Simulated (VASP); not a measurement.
**CoPt (L1_0): computed properties**

Calculation: r2SCAN meta-GGA, VASP's PBE PAW potentials (set 64) (plane waves; VASP).

```
Quantity                                                                        Result
----------------------------------  --------------------------------------------------
space group                                                               P4/mmm (123)
cell                                a = b = 2.6775 Å, c = 3.7322 Å, α = β = γ = 90.00°
volume per atom                                                          13.38 Å³/atom
band gap (over mesh and band path)            none (metal, semimetal or under 0.01 eV)
cell moment                                                                    2.42 μB
density                                                                    15.76 g/cm³
```

```
CELL_PARAMETERS angstrom
      2.67751     0.00000     0.00000
      0.00000     2.67751     0.00000
      0.00000     0.00000     3.73221
ATOMIC_POSITIONS crystal
  Co 0.00000 0.00000 0.00000
  Pt 0.50000 0.50000 0.50000
```
Starting moments (μB, in the order of the record's atoms Co Pt): 2.2 0.3.

Measured: c 3.707 Å (computed value off by +0.7 %), as given by S Karoui et al., Journal of Physics Condensed Matter (2013), arXiv:1204.5845. The calculation is for a static lattice, while the measured c holds thermal and zero-point effects, which are part of the difference. Unless said otherwise, spin-orbit coupling is left out, though it shifts the bands of the heavy elements here.

The compound is CoPt in the L1_0 structure. It was relaxed first. Symmetry was kept, so distortions that lower it aren't found.
